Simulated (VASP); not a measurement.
Here is a VASP 6.6.1 calculation.

Contents of POSCAR:

```
H24C9F4
1.0
    7.4476350000      0.0000000000      0.0000000000
    0.0000000000      7.4476350000      0.0000000000
    0.0000000000      0.0000000000      7.4476350000
C F H
9 4 24
Direct
    0.5746385000      0.8495137000      0.1473455000
    0.4693509000      0.6252996000      0.6571228000
    0.4784625000      0.4597626000      0.7771659000
    0.0984987000      0.5534495000      0.3606282000
    0.0897128000      0.4991532000      0.1634720000
    0.1763745000      0.0692666000      0.8982817000
    0.0853458000      0.0040069000      0.7269609000
    0.7682808000      0.2597332000      0.4414981000
    0.7089173000      0.0887158000      0.5370226000
    0.6737875000      0.9616740000      0.2445251000
    0.4345671000      0.9371445000      0.0798533000
    0.6731529000      0.7831975000      0.0141111000
    0.5170464000      0.7160389000      0.2508925000
    0.4273732000      0.7436372000      0.7330566000
    0.6000857000      0.6547217000      0.5973345000
    0.3735104000      0.6062257000      0.5476573000
    0.5204402000      0.3414249000      0.7012321000
    0.5743030000      0.4788365000      0.8866314000
    0.3477277000      0.4303404000      0.8369542000
    0.1082604000      0.6991414000      0.3751351000
   -0.0211666000      0.5093117000      0.4331814000
    0.2152324000      0.4941045000      0.4268347000
    0.0799512000      0.3534613000      0.1489651000
   -0.0270209000      0.5584983000      0.0972655000
    0.2093781000      0.5432910000      0.0909188000
    0.1265812000      0.2015430000      0.9377207000
    0.1516610000     -0.0227888000      1.0098476000
    0.3216459000      0.0797772000      0.8804591000
    0.1351391000     -0.1282696000      0.6875219000
   -0.0599256000     -0.0065038000      0.7447835000
    0.1100594000      0.0960622000      0.6153950000
    0.9001906000      0.3036453000      0.4884384000
    0.7771127000      0.2391469000      0.2964806000
    0.6736872000      0.3693536000      0.4653160000
    0.5770075000      0.0448037000      0.4900823000
    0.8035109000     -0.0209047000      0.5132047000
    0.7000854000      0.1093021000      0.6820402000
```

The input INCAR.step1:

```
ALGO = Normal ; EDIFF = 1E-4
ENCUT = 520 ; GGA = PE
ISMEAR = -1 ; LASPH = True
LCHARG = False ; LREAL = Auto
LWAVE = True ; NBANDS = 68
NELM = 80 ; PREC = Accurate
SIGMA = 0.02
```

File INCAR.step2:

```
ALGO = Normal ; EDIFF = 1E-6
ENCUT = 520 ; ISIF = 2
ISMEAR = -1 ; ISTART = 1
IVDW = 12 ; LASPH = True
LCHARG = True ; LELF = True
LMIXTAU = True ; LREAL = Auto
LVHAR = True ; LWAVE = False
METAGGA = R2SCAN ; NBANDS = 68
NELM = 80 ; PREC = Accurate
SIGMA = 0.02 ; VDW_A1 = 0.49484001
VDW_A2 = 5.73083694 ; VDW_S6 = 1.0
VDW_S8 = 0.78981345
```

KPOINTS

```
k-points
0
Gamma
  1 1 1
```

Potentials or basis: VASP PAW PBE potentials, release 64 (C, F, H).

Launch:

```sh
$ cat potpaw_PBE.64/C/POTCAR potpaw_PBE.64/F/POTCAR potpaw_PBE.64/H/POTCAR > POTCAR
$ cp INCAR.step1 INCAR
$ mpirun -np 1 vasp_gam > vasp.out
$ cp INCAR.step2 INCAR
$ mpirun -np 1 vasp_gam > vasp.out
```

Estimate the largest force.

1.241 eV/Å.

Estimate the pressure.

1.1 GPa.

What does it give for the band gap on the k mesh?

7.05 eV, direct.

Estimate the dispersion energy per atom.

-0.017 eV.

Forces in eV/Å, atoms in the order of the input:
```
C    0.130 -0.039  0.013
C    0.087 -0.019  0.059
C   -0.089  0.026 -0.015
C   -0.107  0.113 -0.105
C   -0.044 -0.002  0.080
C   -0.178  0.184 -0.371
C   -0.049 -0.078  0.282
C   -0.038 -0.199  0.108
C   -0.263  0.195  0.442
F    0.031 -0.500 -1.136
F    0.423 -0.263  0.418
F    0.209 -0.087 -0.238
F   -0.072 -0.211  0.104
H    0.011  0.031 -0.024
H   -0.020  0.045  0.052
H    0.270  0.150  0.257
H   -0.094  0.060  0.107
H    0.001 -0.055  0.004
H    0.041 -0.017 -0.032
H    0.069  0.027  0.008
H    0.233  0.319 -0.127
H   -0.199 -0.093 -0.136
H   -0.004  0.115  0.076
H   -0.009 -0.008 -0.030
H   -0.007 -0.015  0.007
H    0.011 -0.094 -0.124
H   -0.116  0.055 -0.075
H   -0.371  0.163 -0.153
H   -0.008  0.001 -0.002
H    0.344 -0.036  0.081
H    0.003  0.019 -0.054
H   -0.237 -0.273  0.045
H    0.059  0.110  0.076
H    0.068  0.018 -0.046
H    0.055  0.170  0.377
H   -0.177  0.133  0.089
H    0.035  0.057 -0.018
```

Caveat: the PAW data sets were made with another functional, which shifts forces and pressure a little. r2SCAN opens gaps a little over a GGA but as a rule still falls short of measured ones.
